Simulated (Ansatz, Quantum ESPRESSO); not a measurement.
# Complex bands of BeS, zinc blende type, lattice constant set to 4.653 Å, part 4 of 4

Aim: how fast states decay in the gap of BeS, zinc blende type, lattice constant set to 4.653 Å.

Quantum ESPRESSO 7.5; plane-wave DFT, LDA, GBRV ultrasoft pseudopotentials; cross-check by Ansatz 0.2.0 with PAW datasets.

So far. Step 2 (Ground state): The run needed 8 iterations to bring the estimated error under 1e-09 Ry.

The structure was built from a prototype and need not be the compound's stable phase.

## 6. Cross-check with Ansatz

A second code with its own PAW datasets, on the same atoms.

Level of this step: plane-wave DFT, LDA, Ansatz PAW (Ansatz 0.2.0).

Input file input.yaml:

```yaml
crystal:
  lattice:
    - [3.2901678529, 0.0, 0.0]
    - [0.0, 3.2901678529, 0.0]
    - [0.0, 0.0, 4.653]
  atoms:
    - { symbol: Be, position: [0.0, 0.0, 0.0] }
    - { symbol: S, position: [0.5, 0.0, 0.25] }
    - { symbol: Be, position: [0.5, 0.5, 0.5] }
    - { symbol: S, position: [0.0, 0.5, 0.75] }
kpoints:
  mp_grid: { grid: [8, 8, 6] }
hamiltonian:
  xc: lda
scf:
  occupations: { method: fixed }
  convergence: { dr2_threshold: 1.0e-09 }
output:
  transmission:
    leads: [[0, 0]]
    kpoints: [[0, 0], [0.5, 0], [0.5, 0.5], [0.25, 0]]
    e_range: [-1.92, 7.44]
    de: 0.24
```

Run with:

```console
ansatz run input.yaml --threads 2 --pin off --max-ram 4096MiB --backend cpu --events-out ev --progress --plain --runs-dir out
```

Numbers of over 12 decimals in the logs are rounded to 6 here.

The program printed:

```text
Engine: ansatz 0.2.0, x86_64-unknown-linux-gnu
Pseudopotentials: kind: paw
Pseudopotential: Be, paw, valence charge 2, recommended cutoff 420 eV (normal), Be.paw.azcp
Pseudopotential: S, paw, valence charge 6, recommended cutoff 420 eV (normal), S.paw.azcp
Functional definition: SPW92
  exchange = slater_x
  correlation = pw_c
Crystal: 4 atoms, lattice volume = 50.370 Å³
Basis set: ecut = 420 eV, 999 PW (Γ)
Bands: 12, of which v1, the nominal top of the filled ones, is band 8 counted from 1 (7 counted from 0)
Symmetry: 16 space group operations
Space group: F-43m (ITA 216), of the structure as read, at distance tolerance 3.7e-5 Å
k-points: 60 of 384 (time reversal used)
Non-local potential: Be, projectors of the file, l = 0: 2, l = 1: 2, l = 2: 1
Non-local potential: S, projectors of the file, l = 0: 2, l = 1: 2, l = 2: 2
PAW form: soft (Blöchl's): semilocal exchange-correlation on the pseudo side does not see the compensation charge
PAW frozen core: Be, regenerated for the run's functional, and the local potential with it (the file was generated under x = pbe(κ = 0.804, μ = 0.219515), c = pbe(β = 0.066725))
PAW frozen core: S, regenerated for the run's functional, and the local potential with it (the file was generated under x = pbe(κ = 0.804, μ = 0.219515), c = pbe(β = 0.066725))
PAW one-centre angular grid: Be, 110 points (default); XC on 64 Gauss nodes
PAW one-centre angular grid: S, 110 points (default); XC on 64 Gauss nodes
Initial density: superposition of atomic densities (neutral atoms: chi_scale 0, normalization atom), corrected by the library's trained network
Initial wavefunctions: pseudopotential atomic-orbital guess
Functional: x = slater, c = lda
SCF iter   1: F=—  HF=-1919.886775 eV  |F-HF|=—  |Δ(HF+E_count)|=         —  Δρ=5.10e-3  dr2=7.89e-3  ethr=1.77e-3  ⟨swp⟩=4.5  Hψ=4299  notcnv=0  defer=70
preconditioner: auto → none  [insulator: Δε(μ)=2.576 eV  Ē_g=11.617 eV  n_scr=6 (ndim 8)  ℏωp=20.9 eV  f_vac=0.000  ε∞_Penn≈4.2]
SCF iter   2: F=—  HF=-1919.884854 eV  |F-HF|=—  |Δ(HF+E_count)|=   1.92e-3  Δρ=2.35e-3  dr2=1.54e-3  ethr=4.93e-5  ⟨swp⟩=1.6  Hψ=1344  notcnv=0  defer=96
SCF iter   3: F=—  HF=-1919.884488 eV  |F-HF|=—  |Δ(HF+E_count)|=   3.67e-4  Δρ=5.13e-4  dr2=1.40e-4  ethr=9.64e-6  ⟨swp⟩=3.0  Hψ=1307  notcnv=0  defer=120
SCF iter   4: F=—  HF=-1919.884434 eV  |F-HF|=—  |Δ(HF+E_count)|=   5.37e-5  Δρ=9.81e-5  dr2=3.11e-6  ethr=8.74e-7  ⟨swp⟩=2.2  Hψ=1158  notcnv=0  defer=21
SCF iter   5: F=—  HF=-1919.884435 eV  |F-HF|=—  |Δ(HF+E_count)|=   1.22e-6  Δρ=1.10e-5  dr2=2.27e-8  ethr=1.95e-8  ⟨swp⟩=2.4  Hψ=1205  notcnv=0
SCF iter   6: F=—  HF=-1919.884435 eV  |F-HF|=—  |Δ(HF+E_count)|=   4.92e-7  Δρ=8.86e-7  dr2=2.09e-10  ethr=6.25e-12  ⟨swp⟩=3.2  Hψ=2311  notcnv=0
SCF iter   7: F=-1919.884435 eV  HF=-1919.884435 eV  |F-HF|=2.14e-11  |Δ(HF+E_count)|=  5.89e-11  Δρ=2.47e-7  dr2=3.23e-11  ethr=1.31e-12  ⟨swp⟩=1.1  Hψ=2196  notcnv=0
SCF 1 converged in 7 iterations: F = -1919.884435 eV  dr2 = 3.23e-11
  greatest PAW one-centre occupation: 0.843 electrons in one spin orbital (limit 2), on the S atom at site 3 (counted from 0), in its partial waves of l = 0
transmission: 6 of 24 steps passed
transmission: 12 of 24 steps passed
transmission: 18 of 24 steps passed
transmission: 24 of 24 steps passed
SCF converged after 7 iterations
Free energy (F): -1919.884435 eV
Harris-Foulkes:  -1919.884435 eV  (|F-HF|=2.14e-11)
Internal energy: -1919.884435 eV  (E = F + TS)
E sigma→0 (E₀):  -1919.884435 eV
Fermi energy:    6.688693 eV
--- Per-component energies (eV) ---
  E_band       = 16.862334
  E_kinetic    = 265.755790
  E_local      = -206.258322  (includes V_loc(G=0)·N_el)
  E_nonlocal   = 69.118722
  E_hartree    = 62.652868
  E_xc         = -235.858998
  E_vxc        = -222.417207  (∫ρ·V_xc dr)
  E_paw        = -1248.548251  (= ΣΔE_a)
  E_vpaw       = -14.642407  (= ΣTr[D̂ρ^β])
  E_aug_tail   = 0.000001  (compensation charges beyond the density's cutoff)
  E_ewald      = -627.113214
  E_core_change = 0.366969  (= ΣΔE_core)
  E_smearing   = -0.000000  (= −TS)
  E_closure    = -0.000000  (closes the sum)
  Σ components = -1919.884435   (vs F -1919.884435, Δ=0.00e0)
--- Band table (eV; the first three rows and the last of 60) ---
  k-point 0: bands = [... 4 lower, 3.5539, 6.6887, 6.6887, 6.6887, 9.2868, 11.3282, 12.1174, 12.1174]
  k-point 1: bands = [... 4 lower, 3.6915, 6.1877, 6.3218, 6.3218, 9.5283, 11.4849, 11.8747, 12.6610]
  k-point 2: bands = [... 4 lower, 4.0958, 5.0404, 5.5388, 5.5388, 10.1459, 11.4143, 12.0412, 13.9667]
  k-point 59: bands = [... 4 lower, 2.0561, 2.0561, 2.6340, 2.6340, 13.0878, 13.0878, 14.5045, 14.5045]
--- Transmission ---
  basis      : 97 plane waves across, 6 finite elements along
  points     : 4, as listed
  energies   : 40 from -1.920000 to 7.440000 eV about the Fermi level, 0.240000 eV apart; the leads are filled to 1.299070 eV, and channels, transmission and decay are at 1.200000 eV
  crystal 0  : S2Be2, at the sites [0, 0], period 4.6530 Å: whole cells are its period
    offset         : up to 0.0000 Å between an atom of the period and one for which it stands
    channels       : 0.000000e0 a spin
    conductance    : none, the energies end too early or step too widely for 300 K: set another output.transmission.e_range or a lower de, or, where they end at an eighth of basis.ecutwfc, a higher one
    slowest decay  : 0.2848 /Å at (0.5000, 0.5000)
```

The job ended after 6 s (2 threads of Intel Xeon Platinum 8375C at 2.90GHz (Ice Lake), shared host; peak memory 0.41 GiB; 12 s of CPU time).

Numbers from this step:

```
free energy                                      : -1919.8844 eV
symmetry operations                              : 16
slowest decay at the grid energy nearest mid-gap : 0.2848 Å⁻¹
peak of the smallest κ at the zone centre        : 0.3467 Å⁻¹
peak of the smallest κ at (1/2, 0)               : 0.4017 Å⁻¹
peak of the smallest κ at (1/4, 0)               : 0.3947 Å⁻¹
valence top, on the run's zero                   : 6.689 eV
```

K across = (0, 0) in the cell's reciprocal vectors; values within 0.0025 1/Å of each other count once, columns are sorted by size at each energy, a dash where no further value was kept. Table of Im kz of the slowest decaying states by energy, zero at the highest filled level of the SCF mesh:

| energy (eV) | decay 1 (Å⁻¹) | decay 2 (Å⁻¹) | decay 3 (Å⁻¹) |
| --- | --- | --- | --- |
| -1.92 | 0.891 | - | - |
| -1.68 | 0.866 | - | - |
| -1.44 | 0.841 | - | - |
| -1.20 | 0.815 | - | - |
| -0.96 | 0.789 | - | - |
| -0.72 | 0.763 | - | - |
| -0.48 | 0.735 | - | - |
| -0.24 | 0.707 | - | - |
| 0.00 | 0.00331 | 0.677 | - |
| 0.24 | 0.146 | 0.166 | 0.647 |
| 0.72 | 0.241 | 0.267 | 0.581 |
| 0.96 | 0.272 | 0.297 | 0.545 |
| 1.20 | 0.296 | 0.320 | 0.506 |
| 1.44 | 0.316 | 0.337 | 0.463 |
| 1.68 | 0.333 | 0.350 | 0.415 |
| 1.92 | 0.347 | 0.358 | 1.22 |
| 2.16 | 0.292 | 0.358 | 0.364 |
| 2.40 | 0.198 | 0.366 | 1.08 |
| 2.64 | 0.365 | 0.373 | 1.01 |
| 2.88 | 0.362 | 0.378 | 0.933 |
| 3.12 | 0.356 | 0.382 | 0.854 |
| 3.36 | 0.348 | 0.384 | 0.769 |
| 3.60 | 0.336 | 0.384 | 0.678 |
| 3.84 | 0.322 | 0.383 | 0.579 |
| 4.08 | 0.304 | 0.381 | 0.470 |
| 4.32 | 0.282 | 0.343 | 0.379 |
| 4.56 | 0.165 | 0.255 | 0.376 |
| 4.80 | 0.222 | 0.375 | - |
| 5.28 | 0.112 | 0.388 | 1.47 |
| 5.52 | 0.112 | 0.414 | 1.45 |
| 5.76 | 0.172 | 0.452 | 1.43 |
| 6.00 | 0.179 | 0.493 | 1.41 |
| 6.24 | 0.162 | 0.530 | 1.39 |
| 6.48 | 0.126 | 0.562 | 1.37 |
| 6.72 | 0.0474 | 0.589 | 1.34 |
| 6.96 | 0.611 | 1.32 | 1.33 |
| 7.20 | 0.629 | 1.29 | 1.31 |
| 7.44 | 0.643 | 1.26 | 1.29 |

K across = (0, 0) in the cell's reciprocal vectors. Table of Re kz of states that move upwards by energy, zero at the highest filled level of the SCF mesh:

| energy (eV) | channel 1 (Å⁻¹) | channel 2 (Å⁻¹) | channel 3 (Å⁻¹) | channel 4 (Å⁻¹) |
| --- | --- | --- | --- | --- |
| -1.92 | -0.665 | -0.665 | -0.497 | - |
| -1.44 | -0.528 | -0.528 | -0.414 | - |
| -1.20 | -0.464 | -0.464 | -0.370 | - |
| -0.72 | -0.333 | -0.333 | -0.275 | - |
| -0.48 | -0.262 | -0.262 | -0.220 | - |
| 0.00 | - | - | - | - |
| 0.24 | - | - | - | - |
| 0.72 | - | - | - | - |
| 0.96 | - | - | - | - |
| 1.44 | - | - | - | - |
| 1.92 | - | - | - | - |
| 2.16 | - | - | - | - |
| 2.64 | 0.0926 | - | - | - |
| 2.88 | 0.244 | - | - | - |
| 3.36 | 0.419 | - | - | - |
| 3.60 | 0.495 | - | - | - |
| 4.08 | 0.652 | - | - | - |
| 4.56 | -0.519 | - | - | - |
| 4.80 | -0.417 | 0.228 | - | - |
| 5.28 | -0.168 | 0.430 | - | - |
| 5.52 | 0.0894 | 0.0894 | 0.493 | - |
| 6.00 | 0.231 | 0.231 | 0.592 | - |
| 6.24 | 0.280 | 0.280 | 0.633 | - |
| 6.72 | -0.641 | 0.364 | 0.364 | - |
| 6.96 | -0.604 | 0.119 | 0.402 | 0.402 |
| 7.44 | -0.529 | 0.238 | 0.474 | 0.474 |

K across = (1/2, 0) in the cell's reciprocal vectors; values within 0.0025 1/Å of each other count once, columns are sorted by size at each energy, a dash where no further value was kept. Im kz of the slowest decaying states against energy, zero at the highest filled level of the SCF mesh:

| energy (eV) | decay 1 (Å⁻¹) | decay 2 (Å⁻¹) | decay 3 (Å⁻¹) |
| --- | --- | --- | --- |
| -1.92 | 0.722 | - | - |
| -1.68 | 0.600 | - | - |
| -1.20 | 0.0544 | 0.215 | - |
| -0.96 | 0.156 | 0.502 | - |
| -0.72 | 0.209 | 0.602 | 1.48 |
| -0.24 | 0.279 | 0.692 | 1.42 |
| 0.00 | 0.304 | 0.716 | 1.39 |
| 0.24 | 0.325 | 0.731 | 1.36 |
| 0.72 | 0.357 | 0.746 | 1.30 |
| 0.96 | 0.369 | 0.747 | 1.27 |
| 1.20 | 0.379 | 0.746 | 1.24 |
| 1.68 | 0.394 | 0.736 | 1.17 |
| 1.92 | 0.398 | 0.728 | 1.14 |
| 2.16 | 0.401 | 0.717 | 1.11 |
| 2.64 | 0.401 | 0.692 | 1.03 |
| 2.88 | 0.399 | 0.677 | 0.994 |
| 3.36 | 0.388 | 0.641 | 0.913 |
| 3.60 | 0.380 | 0.621 | 0.870 |
| 3.84 | 0.369 | 0.599 | 0.824 |
| 4.32 | 0.341 | 0.548 | 0.723 |
| 4.56 | 0.321 | 0.519 | 0.665 |
| 4.80 | 0.298 | 0.487 | 0.601 |
| 5.28 | 0.231 | 0.411 | 0.430 |
| 5.52 | 0.178 | 0.291 | 0.365 |
| 5.76 | 0.0586 | 0.310 | - |
| 6.24 | 0.131 | 0.143 | - |
| 6.48 | 0.268 | - | - |
| 6.72 | 0.342 | - | - |
| 7.20 | 0.408 | - | - |
| 7.44 | 0.425 | - | - |

K across = (1/2, 1/2) in the cell's reciprocal vectors; values within 0.0025 1/Å of each other count once, columns are sorted by size at each energy, a dash where no further value was kept. The Im kz of the slowest decaying states by energy, zero at the highest filled level of the SCF mesh:

| energy (eV) | decay 1 (Å⁻¹) | decay 2 (Å⁻¹) |
| --- | --- | --- |
| -1.92 | 0.332 | 0.389 |
| -1.68 | 0.345 | 0.412 |
| -1.20 | 0.360 | 0.445 |
| -0.96 | 0.363 | 0.457 |
| -0.72 | 0.363 | 0.466 |
| -0.24 | 0.357 | 0.476 |
| 0.00 | 0.351 | 0.478 |
| 0.24 | 0.342 | 0.478 |
| 0.72 | 0.318 | 0.473 |
| 0.96 | 0.303 | 0.468 |
| 1.20 | 0.285 | 0.462 |
| 1.68 | 0.238 | 0.444 |
| 1.92 | 0.208 | 0.433 |
| 2.16 | 0.170 | 0.420 |
| 2.64 | 0.388 | - |
| 2.88 | 0.369 | - |
| 3.36 | 0.323 | - |
| 3.60 | 0.294 | - |
| 3.84 | 0.261 | - |
| 4.32 | 0.169 | - |
| 4.56 | 0.0849 | - |
| 4.80 | - | - |
| 5.28 | - | - |
| 5.52 | - | - |
| 5.76 | - | - |
| 6.24 | - | - |
| 6.48 | 0.0384 | - |
| 6.72 | 0.0716 | - |
| 7.20 | 0.0972 | - |
| 7.44 | 0.101 | - |

K across = (1/4, 0) in the cell's reciprocal vectors; values within 0.0025 1/Å of each other count once, columns are sorted by size at each energy, a dash where no further value was kept. The Im kz of the slowest decaying states by energy, zero at the highest filled level of the SCF mesh:

| energy (eV) | decay 1 (Å⁻¹) | decay 2 (Å⁻¹) | decay 3 (Å⁻¹) |
| --- | --- | --- | --- |
| -1.92 | 0.105 | 1.23 | - |
| -1.44 | 0.0332 | 1.17 | 1.48 |
| -0.96 | 1.12 | 1.43 | - |
| -0.48 | 0.153 | 1.06 | 1.38 |
| -0.24 | 0.0854 | 0.211 | 1.03 |
| 0.00 | 0.238 | 0.252 | 0.996 |
| 0.24 | 0.284 | 0.317 | 0.964 |
| 0.72 | 0.331 | 0.417 | 0.899 |
| 1.20 | 0.362 | 0.481 | 0.829 |
| 1.68 | 0.381 | 0.525 | 0.755 |
| 2.16 | 0.392 | 0.557 | 0.674 |
| 2.64 | 0.395 | 0.578 | 0.583 |
| 2.88 | 0.393 | 0.531 | 0.586 |
| 3.36 | 0.384 | 0.407 | 0.596 |
| 3.84 | 0.212 | 0.365 | 0.600 |
| 4.32 | 0.337 | 0.594 | 0.737 |
| 4.80 | 0.294 | 0.563 | 0.659 |
| 5.28 | 0.225 | 0.466 | 0.620 |
| 5.76 | 0.293 | 0.600 | 0.982 |
| 6.00 | 0.104 | 0.129 | 0.591 |
| 6.48 | 0.188 | 0.572 | 0.721 |
| 6.96 | 0.223 | 0.367 | 0.509 |
| 7.44 | 0.171 | 0.223 | 0.525 |

## 7. By hand

T falls as exp(−2κd). With κ = 0.276 1/Å, 10 Å of barrier pass exp(−2 × 0.276 × 10) = 0.0040 of that channel, interfaces aside.

## 8. Results

| Item | Value |
| --- | --- |
| gap on the SCF mesh | 2.60 eV |
| smallest κ at mid-gap among the four k points, at (1/2, 1/2) | 0.276 Å⁻¹ |
| peak of the smallest κ in the stop band at the zone centre | 0.347 Å⁻¹ |
| peak of the smallest κ in the stop band at (1/2, 0) | 0.402 Å⁻¹ |
| peak of the smallest κ in the stop band at (1/4, 0) | 0.395 Å⁻¹ |
| energy of the peak at the zone centre, over the highest filled level | 1.92 eV |
| peak at the zone centre by Ansatz | 0.347 Å⁻¹ |

What this shows: With a gap of 2.60 eV on the mesh, the smallest κ at mid-gap among the four k points, at (1/2, 1/2) is 0.276 Å⁻¹ (LDA, GBRV ultrasoft). For a barrier with the Fermi level at mid-gap the slowest state found, at (1/2, 1/2), loses a factor of ten in probability every 4.2 Å or so. Stop bands away from the zone centre are mostly wider than the gap, so their peaks can lie above the conduction bottom. The X valleys along [100] and [010] project onto (1/2, 1/2) in this cell. At the zone centre pwcond's peak is 0.347 and Ansatz's 0.347 1/Å, 0 % apart. The cell is the a/√2 one, turned by 45°, with two primitive cells, so X along [001] folds onto kz = 0. A semilocal gap is too small, often by a third to a half and by more in narrow-gap crystals, so real barriers decay faster.

[Logs are printed without paths, hosts, clocks, repeated set-up lines and the standing remarks that a program may print on its own settings, such as how far it seeks lower states.]

[Hosts, paths, dates, database ids (printed as entryN), source tags and the programs' standing remarks are cut or masked in the printed files.]

[Maps of the electrostatic potential energy from Ansatz leave out the sawtooth potential of an applied field or a dipole correction, so their vacuum need not be flat; planar profiles and work functions include it.]
